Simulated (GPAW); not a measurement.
Runs of GPAW 26.7.0 on Ti3Al. The structure is cubic, space group Fm-3m (No. 225). The conventional cell has a = 6.464 Å, b = 6.464 Å, c = 6.464 Å, α = 90.00°, β = 90.00°, γ = 90.00°. Around Ti (site symmetry m-3m) lie 8 Ti at 2.80 Å. Around Ti (site symmetry -43m) lie 4 Ti at 2.80 Å and 4 Al at 2.80 Å. Al (site symmetry m-3m) has 8 Ti at 2.80 Å as nearest neighbours. The cell comes from a database or a generator and needn't be the stable form of this composition.

```tsv
task	level	potentials or basis	cell	optimizer	fmax	max steps	convergence	band path	gap on the mesh (eV)	pressure (GPa)	relaxed volume (Å³/atom)
relaxation of cell and atoms	PBEsol+D3(BJ)+ATM	PAW data sets generated in the run's folder for this functional, pw	relaxed	BFGS	0.02 eV/Å	60	density=1e-05 forces=0.0001	-	none	0.0	15.54
band structure	LDA	the program's PAW data sets (release 1.2.1) made for this functional, pw	as given	-	-	-	-	GXWKGLUWLK,UX	-	-8.9	-
relaxation of cell and atoms	PBEsol+D3(BJ)	PAW data sets generated in the run's folder for this functional, pw	relaxed	BFGS	0.02 eV/Å	60	density=1e-05 forces=0.0001	-	none	-0.1	15.41
relaxation of cell and atoms	PBEsol+D3	PAW data sets generated in the run's folder for this functional, pw	relaxed	BFGS	0.02 eV/Å	60	density=1e-05 forces=0.0001	-	none	0.0	(b)
relaxation of cell and atoms	PBEsol+D4	PAW data sets generated in the run's folder for this functional, pw	relaxed	BFGS	0.02 eV/Å	60	density=1e-05 forces=0.0001	-	none	0.0	15.95
relaxation of cell and atoms	PBEsol	PAW data sets generated in the run's folder for this functional, pw	relaxed	BFGS	0.02 eV/Å	60	density=1e-05 forces=0.0001	-	none	0.0	16.13
band structure	PBEsol	PAW data sets generated in the run's folder for this functional, pw	as given	-	-	-	-	GXWKGLUWLK,UX	-	(a)	-
```

Alike in all rows: no spin polarisation; k mesh 7 × 7 × 7; cutoff (eV) 600; smearing fermi-dirac 0.05 eV.

**Question.** Estimate the missing entries.

**Answer.** (a) -5.1; (b) 15.58.

Caveats: later steps reuse the first step's grids (some runs); pairwise dispersion overbinds metals, which lowers pressure and volume (some runs).

A k mesh can miss the band edges.

A gap of «none» marks a metal or a gap under the smearing width.

Not every run made on this cell is shown here.
